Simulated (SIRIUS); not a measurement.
# KBr under changes of volume

One of the cells (36.656 Å³/atom); the others are scaled copies at fixed shape and fractional positions:

```
Br K
1.0
     0.00000    3.32185    3.32185
     3.32185    0.00000    3.32185
     3.32185    3.32185    0.00000
Br K
1 1
Direct
  0.50000 0.50000 0.50000
  0.00000 0.00000 0.00000
```

* Program: SIRIUS 7.12.0
* Functional: PBEsol
* Potentials or basis: all-electron FP-LAPW
* Cutoff: 167 eV
* Basis: apw+lo standard
* k mesh: 7 × 7 × 7
* Occupations: fermi-dirac, width 0.05 eV
* Spin: no spin polarisation

| volume (Å³/atom) | energy over the lowest point (meV/atom) | gap on the mesh (eV) |
| --- | --- | --- |
| 33.781 | 2.59 | 4.44 |
| 34.500 | ? | ? |
| 35.218 | 0.00 | 4.33 |
| 36.656 | 2.96 | 4.24 |
| 37.374 | 6.07 | 4.19 |
| 38.093 | 10.27 | 4.15 |

Task: What does the run at 34.500 Å³/atom give?

Result: Energy over the lowest point 0.52 meV/atom; gap on the mesh 4.39 eV.

Worked out: A Birch-Murnaghan fit of order 3 (a polynomial in V^(-2/3)) to the other rows has its minimum at 35.12 Å³/atom with B0 = V·E''(V) = 15.1 GPa and B' = 4.4. It gives 0.53 meV/atom at 34.500 Å³/atom, against the run's 0.52. A straight line through the other rows of the gap, of slope -2.41 eV per unit of ln V (its deformation potential), gives 4.39 eV, against the run's 4.39.

Energies are extrapolated to zero smearing.

Caveats: an odd mesh through Γ misses points on the zone boundary, where band edges often lie (some runs). Spin-orbit coupling on Br is left out.
